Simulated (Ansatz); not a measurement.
# Cr (dhcp): energy against volume

Computed with DFT, PBE, plane waves (420 eV) with PAW, scalar-relativistic in Ansatz.

The cell is scaled uniformly from the relaxed one, with fractional coordinates and shape fixed. Energies are extrapolated to zero smearing, pressures are those at the given smearing. Magnetic state: non-magnetic.

A Birch-Murnaghan fit gives V₀ = 11.89 Å³/atom, B₀ = 237 GPa, B₀′ = 4.1.

**Question.** What are the energy above the minimum and the pressure at 10.471 Å³/atom?

**Answer.** 156.6 meV/atom and 39.40 GPa as computed.

**Question.** What are the energy above the minimum and the pressure at 12.375 Å³/atom?

**Answer.** 13.4 meV/atom and -8.55 GPa as computed.

**Question.** What are the energy above the minimum and the pressure at 12.851 Å³/atom?

**Answer.** 49.8 meV/atom and -15.51 GPa as computed.
